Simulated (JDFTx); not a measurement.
Hf under changes of volume

One of the cells (22.380 Å³/atom); the others are scaled copies at fixed shape and fractional positions:

```
Hf
1.0
     3.19670    0.00000    0.00000
    -1.59835    2.76842    0.00000
     0.00000    0.00000    5.05780
Hf
2
Cartesian
  1.5984 0.9228 3.7934
  0.0000 1.8456 1.2645
```

```yaml
Program: JDFTx 1.7.0 (patched build)
Functional: PBEsol
Potentials_or_basis: PseudoDojo-SR-PBEsol-0.4.1-standard
Cutoff: 789 eV
Density_cutoff: 6313 eV
k_mesh: 10 × 10 × 5
Occupations: fermi-dirac, width 0.05 eV
Spin: no spin polarisation
```

```tsv
volume (Å³/atom)	energy over the lowest point (meV/atom)	pressure (GPa)
21.037	5.80	3.4
21.485	0.00	0.9
21.933	1.00	-1.4
22.380	8.21	-3.6
22.828	21.11	-5.5
23.276	?	?
23.723	62.01	-8.9
```

**Question.** What does the run at 23.276 Å³/atom give?

**Answer.** Energy over the lowest point 39.20 meV/atom; pressure -7.3 GPa.

Worked out: A Birch-Murnaghan fit of order 3 (a polynomial in V^(-2/3)) to the other rows has its minimum at 21.64 Å³/atom with B0 = V·E''(V) = 114 GPa and B' = 3.4 at fixed shape and positions, which overstates the stiffness. It gives 39.21 meV/atom at 23.276 Å³/atom, against the run's 39.20, and -dE/dV = -7.3 GPa, against -7.3.

Energies are extrapolated to zero smearing.
